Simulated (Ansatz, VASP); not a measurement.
## Ge in VASP and in Ansatz

Contents of INCAR:

```
SYSTEM = Ge
ALGO = Normal ; EDIFF = 1E-7
ENCUT = 520 ; GGA = PS
ISIF = 2 ; ISMEAR = 0
LASPH = .TRUE. ; LCHARG = .FALSE.
LREAL = .FALSE. ; LWAVE = .FALSE.
NBANDS = 21 ; NELM = 60
PREC = Accurate ; SIGMA = 0.15
```

KPOINTS

```
k-points
0
G
  22 22 12
  0 0 0
```

The input POSCAR:

```
Ge
1.0
    0.0000000000      0.0000000000     -2.6427277821
    2.7652112298      0.0000000000      0.0000000000
    0.0000000000     -5.0390024825      0.0000000000
Ge
2
Direct
    0.0000000000      0.3734273909      0.0000000000
    0.0000000000      0.1265726091      0.5000000000
```

Input for Ansatz:

```yaml
crystal:
  lattice:
    - [0.0, 0.0, -2.6427277821]
    - [2.7652112298, 0.0, 0.0]
    - [0.0, -5.0390024825, 0.0]
  atoms:
    - { symbol: Ge, position: [0.0, 0.3734273909, 0.0] }
    - { symbol: Ge, position: [0.0, 0.1265726091, 0.5] }
basis:
  ecutwfc: 420
kpoints:
  mp_grid: { grid: [22, 22, 12] }
hamiltonian:
  xc: pbesol
scf:
  occupations: { method: gaussian, width: 0.15 }
output:
  forces: true
  stress: true
  eigenvalues: true
```

Change from the starting cell: mode 1 (-8.0 1/cm) frozen in, largest displacement +0.350 Å.

Alike in both runs: task single point; functional PBEsol; k mesh 22 × 22 × 12; occupations gaussian, width 0.15 eV; no spin polarisation.

|  | VASP | Ansatz |
| --- | --- | --- |
| version | VASP 6.6.1 | Ansatz 0.2.0 |
| potentials or method | VASP PAW PBE potentials, release 64 (Ge_d) | scalar-relativistic, plane waves, PAW |
| plane-wave cutoff (eV) | 520 | 420 |
| valence electrons in the cell | 28 | 28 |

Ansatz gave:

- gap on the k mesh at the Fermi level (eV): none
- pressure (GPa): 1.7
- largest component of the traceless stress (GPa): 3.32
- rms of the force components (eV/Å): 0.070

Q: What did VASP give for the same quantities?

A: gap on the k mesh at the Fermi level (eV): none; pressure (GPa): 1.7; largest component of the traceless stress (GPa): 3.32; rms of the force components (eV/Å): 0.069.

Atom by atom the forces differ by 0.000 eV/Å (rms over components). A gap of «none» marks a metal or a gap that the smearing closes.

Caveats: the PAW data sets were made with another functional, which shifts forces and pressure a little (VASP).
